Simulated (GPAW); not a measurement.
# SiC (Moissanite) (P6_3mc) in GPAW: settings compared

Aim: see how the results for SiC (Moissanite) move with the level of theory and the settings. Levels: TPSS+D3, BLYP+D3. Tasks: relaxation of cell and atoms.

All numbers are computed with GPAW 26.7.0; they aren't measurements. Logs are shortened: lines on timing, memory, paths and dates and some standing lists are left out, and cuts for length are marked. The log counts tension as positive stress, the text compression.

## (1) The structure

The structure is hexagonal, space group P6_3mc (No. 186). Conventional cell: a = 3.076 Å, b = 3.076 Å, c = 5.048 Å, α = 90.00°, β = 90.00°, γ = 120.00°. Si (site symmetry 3m) has 4 C at 1.87 to 1.94 Å as nearest neighbours. Around C (site symmetry 3m) lie 4 Si at 1.87 to 1.94 Å.

## (2) Relaxation of cell and atoms, TPSS+D3

Contents of run.py:

```python
from ase.calculators.mixing import SumCalculator
from ase.filters import FrechetCellFilter
from ase.io import read, write
from ase.optimize import FIRE
from dftd3.ase import DFTD3
from gpaw import GPAW, PW

atoms = read('SiC.cif')

calc = GPAW(mode=PW(800),
            xc='MGGA_X_TPSS+MGGA_C_TPSS',
            kpts={'size': (7, 7, 4), 'gamma': True},
            occupations={'name': 'fermi-dirac', 'width': 0.05},
            nbands=18,
            convergence={'density': 1e-05, 'energy': 1e-05},
            eigensolver='davidson',
            maxiter=150,
            txt='gpaw.txt')
atoms.calc = SumCalculator([calc, DFTD3(method='tpss', damping='d3zero')])
opt = FIRE(FrechetCellFilter(atoms), trajectory='relax.traj', logfile='-')
done = opt.run(fmax=0.02, steps=40)
calc.write('gs.gpw')
write('result.traj', atoms)
print('Converged:', done)
print('Cell:', atoms.cell.cellpar().round(4))
print('Volume:', round(atoms.get_volume(), 4))
print(atoms.get_scaled_positions().round(5))
```

Contents of SiC.cif:

```cif
data_SiC
_cell_length_a 3.07600000
_cell_length_b 3.07600000
_cell_length_c 5.04800000
_cell_angle_alpha 90.00000000
_cell_angle_beta 90.00000000
_cell_angle_gamma 120.00000000
_space_group_name_H-M_alt 'P1'
_space_group_name_Hall 'P 1'
_space_group_IT_number 1
loop_
_space_group_symop_operation_xyz
'x,y,z'
loop_
_atom_site_label
_atom_site_type_symbol
_atom_site_symmetry_multiplicity
_atom_site_Wyckoff_symbol
_atom_site_fract_x
_atom_site_fract_y
_atom_site_fract_z
_atom_site_occupancy
Si1 Si 1 a 0.6666666667 0.3333333333 0.5000000000 1
Si2 Si 1 a 0.3333333333 0.6666666667 0.0000000000 1
C1 C 1 a 0.6666666667 0.3333333333 0.8850000000 1
C2 C 1 a 0.3333333333 0.6666666667 0.3850000000 1
```

Potentials or basis: GPAW PAW data sets (gpaw-data 1.2.1), pw.

Started as:

```
OMP_NUM_THREADS=1 python run.py
```

gpaw.txt:

```text
__  _  _
 | _ |_)|_||  |
 |__||  | ||/\| - 26.7.0

Input parameters:
  mode=PW(ecut=800.0),
  convergence={'density': 1e-05, 'energy': 1e-05},
  eigensolver=Davidson(niter=2),
  kpts=MonkhorstPack(size=(7, 7, 4), gamma=True),
  maxiter=150,
  nbands=18,
  occupations=Occupations(name='fermi-dirac', width=0.05),
  xc=XC(name='MGGA_X_TPSS+MGGA_C_TPSS')

Diagonalizing LCAO Hamiltonian
Converting LCAO to pw mode

           C

           Si
        C

        Si

Atoms  # Å, Bohr magnetons
|   | symbol |         x |        y |        z |    initial magnetic moments |
|---|--------|-----------|----------|----------|-----------------------------|
| 0 |     Si |  1.538000 | 0.887965 | 2.524000 | ( 0.0000,  0.0000,  0.0000) |
| 1 |     Si | -0.000000 | 1.775929 | 0.000000 | ( 0.0000,  0.0000,  0.0000) |
| 2 |      C |  1.538000 | 0.887965 | 4.467480 | ( 0.0000,  0.0000,  0.0000) |
| 3 |      C | -0.000000 | 1.775929 | 1.943480 | ( 0.0000,  0.0000,  0.0000) |

Unit cell  # Å
| periodic |         x |        y |        z |  lengths |     angles |
|----------|-----------|----------|----------|----------|------------|
|      yes |  3.076000 | 0.000000 | 0.000000 | 3.076000 |  90.000000 |
|      yes | -1.538000 | 2.663894 | 0.000000 | 3.076000 |  90.000000 |
|      yes |  0.000000 | 0.000000 | 5.048000 | 5.048000 | 120.000000 |

Number of symmetries: 6
Symmetry operations  # r_c * U_cc + t_c -> r_c
|   | kind |            matrix            |
|---|------|------------------------------|
| 0 |  σ   |  1, 1, 0,  0,-1, 0,  0, 0, 1 |
| 1 |  E   |  1, 0, 0,  0, 1, 0,  0, 0, 1 |
| 2 |  C3  |  0, 1, 0, -1,-1, 0,  0, 0, 1 |
| 3 |  σ   |  0,-1, 0, -1, 0, 0,  0, 0, 1 |
| 4 |  σ   | -1, 0, 0,  1, 1, 0,  0, 0, 1 |
| 5 |  C3  | -1,-1, 0,  1, 0, 0,  0, 0, 1 |
[... 125 lines left out ...]
convergence criteria:
- Maximum integral of absolute [dens]ity change: 1e-05 electrons / valence electron
- Maximum [total energy] change in last 3 cyles: 1e-05 eV / valence electron
- Maximum integral of absolute [eigenst]ate change: 4e-08 eV^2 / valence electron
maximum number of iterations: 150

SCF iterations
|iter     | |      energy | eigst |  dens |
|---------|-|-------------|-------|-------|
|iter:   1| |  133.293309 | +3.10 |       |
|iter:   2| |  -44.460343 | +0.44 | -0.97 |
|iter:   3| |-46398.049421 | +4.01 | -0.57 |
|iter:   4| |   11.280385 | +2.83 | +1.24 |
|iter:   5| |  -23.224008 | +1.67 | -0.14 |
|iter:   6| |  -41.268048 | +0.42 | -0.93 |
|iter:   7| |  -41.910901 | -1.12 | -1.05 |
|iter:   8| |  -42.963151 | -1.31 | -1.14 |
|iter:   9| |  -42.674129 | -3.30 | -0.82 |
|iter:  10| |  -41.523009 | -0.88 | -0.84 |
|iter:  11| |  -41.681631 | -2.93 | -1.62 |
|iter:  12| |  -41.655080 | -2.61 | -1.50 |
|iter:  13| |  -41.665302 | -2.08 | -1.79 |
|iter:  14| |  -41.655750 | -4.05 | -1.80 |
|iter:  15| |  -41.651102 | -3.48 | -1.97 |
|iter:  16| |  -41.651079 | -4.06 | -2.51 |
|iter:  17| |  -41.651111c| -6.08 | -3.72 |
|iter:  18| |  -41.651112c| -7.25 | -4.07 |
|iter:  19| |  -41.651112c| -8.43c| -4.62 |
|iter:  20| |  -41.651112c| -9.65c| -5.15c|

Converged in 20 steps
Energy contributions relative to reference atoms: (reference = -17827.944731)

Energy contributions:
  Kinetic:          28.118600
  Coulomb:         -22.980111
  Zero:             -0.061136
  External:          0.000000
  Xc:              -46.728465
  Entropy:          -0.000000
  Spinorbit:         0.000000
  ----------------------------
  Free energy:     -41.651112
  Extrapolated:    -41.651112
[... 213 lines left out ...]
SCF iterations
|iter     | |      energy | eigst |  dens |
|---------|-|-------------|-------|-------|
|iter:   1| | -154.505978 |       |       |
|iter:   2| |  -41.610168 | -0.10 | -1.00 |
|iter:   3| |  -41.680868 | -1.76 | -1.83 |
|iter:   4| |  -41.675831 | -3.25 | -1.88 |
|iter:   5| |  -41.671699 | -3.65 | -2.03 |
|iter:   6| |  -41.671664 | -3.82 | -2.36 |
|iter:   7| |  -41.671247 | -5.34 | -2.47 |
|iter:   8| |  -41.670952 | -4.70 | -2.61 |
|iter:   9| |  -41.670987 | -6.39 | -3.02 |
|iter:  10| |  -41.670988c| -6.31 | -3.09 |
|iter:  11| |  -41.670987c| -7.59c| -3.19 |
|iter:  12| |  -41.670973c| -5.87 | -3.23 |
|iter:  13| |  -41.670973c| -6.97 | -3.69 |
|iter:  14| |  -41.670973c| -8.81c| -4.74 |
|iter:  15| |  -41.670973c| -9.99c| -5.19c|

Converged in 15 steps
Energy contributions relative to reference atoms: (reference = -17827.944731)

Energy contributions:
  Kinetic:          27.967029
  Coulomb:         -22.875467
  Zero:             -0.060980
  External:          0.000000
  Xc:              -46.701556
  Entropy:          -0.000000
  Spinorbit:         0.000000
  ----------------------------
  Free energy:     -41.670973
  Extrapolated:    -41.670973
[... 33 lines left out ...]
Stress tensor  # eV/Ang^3
|         x |         y |         z |
|-----------|-----------|-----------|
| -0.024556 | -0.000000 |  0.000000 |
| -0.000000 | -0.024556 | -0.000000 |
|  0.000000 | -0.000000 | -0.007118 |

Forces  # eV/Ang
|        x |       y |        z |
|----------|---------|----------|
| -0.00000 | 0.00000 |  0.52722 |  # Si   0
|  0.00000 | 0.00000 |  0.52721 |  # Si   1
| -0.00000 | 0.00000 | -0.52711 |  # C    2
|  0.00000 | 0.00000 | -0.52715 |  # C    3

Interpolating wave functions to new cell

           C

           Si
        C
[... 717 lines left out ...]
Stress tensor  # eV/Ang^3
|         x |         y |         z |
|-----------|-----------|-----------|
| -0.008757 | -0.000000 | -0.000000 |
| -0.000000 | -0.008757 |  0.000000 |
| -0.000000 |  0.000000 | -0.033756 |

Forces  # eV/Ang
|        x |       y |        z |
|----------|---------|----------|
|  0.00000 | 0.00000 | -0.37246 |  # Si   0
| -0.00000 | 0.00000 | -0.37248 |  # Si   1
|  0.00000 | 0.00000 |  0.37245 |  # C    2
| -0.00000 | 0.00000 |  0.37247 |  # C    3

Interpolating wave functions to new cell

           C

           Si
        C
[... 159 lines left out ...]
SCF iterations
|iter     | |      energy | eigst |  dens |
|---------|-|-------------|-------|-------|
|iter:   1| | -149.339167 |       |       |
|iter:   2| |  -41.612388 | -0.06 | -1.00 |
|iter:   3| |  -41.687303 | -1.74 | -1.96 |
|iter:   4| |  -41.686250 | -3.24 | -2.06 |
|iter:   5| |  -41.684003 | -3.86 | -2.15 |
|iter:   6| |  -41.683847 | -3.91 | -2.49 |
|iter:   7| |  -41.683817 | -6.10 | -2.85 |
|iter:   8| |  -41.683722c| -5.24 | -2.91 |
|iter:   9| |  -41.683727c| -6.86 | -3.50 |
|iter:  10| |  -41.683729c| -6.64 | -3.65 |
|iter:  11| |  -41.683730c| -7.74c| -4.31 |
|iter:  12| |  -41.683729c| -8.43c| -4.54 |
|iter:  13| |  -41.683729c| -9.96c| -5.12c|

Converged in 13 steps
Energy contributions relative to reference atoms: (reference = -17827.944731)

Energy contributions:
  Kinetic:          27.744655
  Coulomb:         -22.722200
  Zero:             -0.060638
  External:          0.000000
  Xc:              -46.645546
  Entropy:          -0.000000
  Spinorbit:         0.000000
  ----------------------------
  Free energy:     -41.683729
  Extrapolated:    -41.683729
[... 213 lines left out ...]
SCF iterations
|iter     | |      energy | eigst |  dens |
|---------|-|-------------|-------|-------|
|iter:   1| | -154.487297 |       |       |
|iter:   2| |  -41.618217 | -0.10 | -1.00 |
|iter:   3| |  -41.690394 | -1.75 | -1.95 |
|iter:   4| |  -41.688917 | -3.26 | -2.05 |
|iter:   5| |  -41.686770 | -3.87 | -2.16 |
|iter:   6| |  -41.686731 | -3.95 | -2.53 |
|iter:   7| |  -41.686665c| -6.10 | -2.77 |
|iter:   8| |  -41.686550 | -5.20 | -2.86 |
|iter:   9| |  -41.686560c| -7.12 | -3.40 |
|iter:  10| |  -41.686561c| -6.43 | -3.47 |
|iter:  11| |  -41.686561c| -8.16c| -3.77 |
|iter:  12| |  -41.686560c| -6.94 | -3.80 |
|iter:  13| |  -41.686560c| -8.32c| -4.32 |
|iter:  14| |  -41.686560c| -9.83c| -5.09c|

Converged in 14 steps
Energy contributions relative to reference atoms: (reference = -17827.944731)

Energy contributions:
  Kinetic:          27.734006
  Coulomb:         -22.714071
  Zero:             -0.060616
  External:          0.000000
  Xc:              -46.645878
  Entropy:          -0.000000
  Spinorbit:         0.000000
  ----------------------------
  Free energy:     -41.686560
  Extrapolated:    -41.686560
[... 1266 lines left out ...]
Stress tensor  # eV/Ang^3
|         x |         y |         z |
|-----------|-----------|-----------|
| -0.016533 | -0.000000 | -0.000000 |
| -0.000000 | -0.016533 | -0.000000 |
| -0.000000 | -0.000000 | -0.017842 |

Forces  # eV/Ang
|        x |       y |        z |
|----------|---------|----------|
|  0.00000 | 0.00000 |  0.06738 |  # Si   0
|  0.00000 | 0.00000 |  0.06738 |  # Si   1
|  0.00000 | 0.00000 | -0.06737 |  # C    2
| -0.00000 | 0.00000 | -0.06738 |  # C    3

Interpolating wave functions to new cell

           C

           Si
        C
[... 226 lines left out ...]
Stress tensor  # eV/Ang^3
|         x |         y |         z |
|-----------|-----------|-----------|
| -0.016462 | -0.000000 | -0.000000 |
| -0.000000 | -0.016462 | -0.000000 |
|  0.000000 | -0.000000 | -0.017984 |

Forces  # eV/Ang
|        x |       y |        z |
|----------|---------|----------|
|  0.00000 | 0.00000 |  0.06204 |  # Si   0
|  0.00000 | 0.00000 |  0.06204 |  # Si   1
|  0.00000 | 0.00000 | -0.06204 |  # C    2
| -0.00000 | 0.00000 | -0.06205 |  # C    3

Interpolating wave functions to new cell

           C

           Si
        C
[... 226 lines left out ...]
Stress tensor  # eV/Ang^3
|         x |         y |         z |
|-----------|-----------|-----------|
| -0.016378 | -0.000000 |  0.000000 |
| -0.000000 | -0.016378 | -0.000000 |
|  0.000000 | -0.000000 | -0.018155 |

Forces  # eV/Ang
|        x |       y |        z |
|----------|---------|----------|
|  0.00000 | 0.00000 |  0.05560 |  # Si   0
| -0.00000 | 0.00000 |  0.05560 |  # Si   1
| -0.00000 | 0.00000 | -0.05561 |  # C    2
| -0.00000 | 0.00000 | -0.05561 |  # C    3

Interpolating wave functions to new cell

           C

           Si
        C
[... 727 lines left out ...]
Forces  # eV/Ang
|        x |        y |        z |
|----------|----------|----------|
|  0.00000 |  0.00000 |  0.03027 |  # Si   0
|  0.00000 | -0.00000 |  0.03027 |  # Si   1
| -0.00000 | -0.00000 | -0.03030 |  # C    2
| -0.00000 |  0.00000 | -0.03030 |  # C    3

# Writing to gs.gpw (mode='')
```

Wall time 16 min (1 thread of Intel Xeon 6975P-C (Granite Rapids), shared host); peak memory 0.78 GiB.

What came out:

```yaml
Free_energy: -42.4536 eV
Relaxed_volume: 10.35 Å³/atom
Relaxed_cell: a = 3.078 Å, b = 3.078 Å, c = 5.046 Å, α = 90.00°, β = 90.00°, γ = 120.00°
Space_group_after_relaxing_to_0.05_Å: P6_3mc (No. 186)
Energy_gained_by_relaxing: 8.9 meV/atom
Ionic_steps: 17
Pressure_after_relaxing: 0.0 GPa
Largest_force_after_relaxing: 0.018 eV/Å
Band_gap_on_the_k_mesh: 2.57 eV, indirect (least direct gap 4.09 eV)
Dispersion_energy_per_atom: -0.191 eV
```

Forces in eV/Å, atoms in the order of the input:
```
Si   0.000  0.000  0.018
Si   0.000  0.000  0.018
C    0.000  0.000 -0.018
C    0.000  0.000 -0.018
```

Step by step:
```tsv
step	energy change (eV)	largest force (eV/Å)	pressure (GPa)	volume (Å³)
1	0.0000	0.7452	0.43	41.36
2	-0.0194	0.5151	0.24	41.37
3	-0.0351	0.0855	0.05	41.39
4	-0.0258	0.4287	0.02	41.40
5	-0.0276	0.3846	0.01	41.40
6	-0.0306	0.3020	-0.01	41.40
7	-0.0335	0.1912	-0.03	41.40
8	-0.0353	0.0647	-0.03	41.40
9	-0.0354	0.0636	-0.02	41.40
10	-0.0354	0.0622	-0.02	41.40
11	-0.0354	0.0594	-0.02	41.40
12	-0.0354	0.0553	-0.02	41.40
13	-0.0355	0.0499	-0.02	41.40
14	-0.0355	0.0435	-0.02	41.40
15	-0.0355	0.0361	-0.02	41.40
16	-0.0356	0.0279	-0.02	41.40
17	-0.0356	0.0182	-0.02	41.40
```

Final structure:
```
Si C
1.0
     3.07780    0.00000    0.00000
    -1.53890    2.66545    0.00000
     0.00000    0.00000    5.04638
Si C
2 2
Direct
  0.66667 0.33333 0.50441
  0.33333 0.66667 0.00441
  0.66667 0.33333 0.88059
  0.33333 0.66667 0.38059
```

Caveat: later steps reuse the first step's grids; the PAW data sets were made with another functional, which shifts forces and pressure a little; an odd mesh through Γ misses points on the zone boundary, where band edges often lie. TPSS opens gaps a little over a GGA but as a rule still falls short of measured ones.

(Continued in part 2 of 2.)
